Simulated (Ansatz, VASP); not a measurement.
**CoSi2 in VASP and in Ansatz**

Contents of INCAR:

```
SYSTEM = CoSi2
  ALGO = Normal
  EDIFF = 1E-7
  ENCUT = 520
  GGA = PE
  ISIF = 2
  ISMEAR = 0
  LASPH = .TRUE.
  LCHARG = .FALSE.
  LREAL = .FALSE.
  LWAVE = .FALSE.
  NBANDS = 16
  NELM = 60
  PREC = Accurate
  SIGMA = 0.05
```

Contents of KPOINTS:

```
k-points
0
G
  12 12 12
  0 0 0
```

The input POSCAR:

```
CoSi2
1.0
    0.0000000000      2.6975659082      2.6975659082
    2.6975659082      0.0000000000      2.6975659082
    2.6975659082      2.6975659082      0.0000000000
Co Si
1 2
Direct
    0.0000000000      0.0000000000      0.0000000000
    0.2500000000      0.2500000000      0.2500000000
    0.7500000000      0.7500000000      0.7500000000
```

Input for Ansatz:

```yaml
crystal:
  lattice:
    - [0.0, 2.6975659082, 2.6975659082]
    - [2.6975659082, 0.0, 2.6975659082]
    - [2.6975659082, 2.6975659082, 0.0]
  atoms:
    - { symbol: Co, position: [0.0, 0.0, 0.0] }
    - { symbol: Si, position: [0.25, 0.25, 0.25] }
    - { symbol: Si, position: [0.75, 0.75, 0.75] }
basis:
  ecutwfc: 420
  ecutrho_ratio: 4
kpoints:
  mp_grid: { grid: [12, 12, 12] }
hamiltonian:
  xc: pbe
scf:
  occupations: { method: gaussian, width: 0.05 }
output:
  forces: true
  stress: true
  eigenvalues: true
```

Alike in both runs: task single point; functional PBE; k mesh 12 × 12 × 12; occupations gaussian, width 0.05 eV; no spin polarisation.

|  | VASP | Ansatz |
| --- | --- | --- |
| version | VASP 6.6.1 | Ansatz 0.2.0 |
| potentials or method | VASP PAW PBE potentials, release 64 (Co, Si) | scalar-relativistic, plane waves, PAW |
| plane-wave cutoff (eV) | 520 | 420 |
| valence electrons in the cell | 17 | 25 |

```csv
,VASP,Ansatz,Ansatz less VASP
gap on the k mesh at the Fermi level (eV),none,none,-
pressure (GPa),-3.5,-3.4,+0.13
```

A gap of «none» marks a metal or a gap that the smearing closes. The functional is the same, so the differences come from potentials, cutoffs and numerics. The two sets of potentials don't hold the same shells in valence.

Spin polarisation is off, so any magnetic state and its effect on volume and gap are missing.
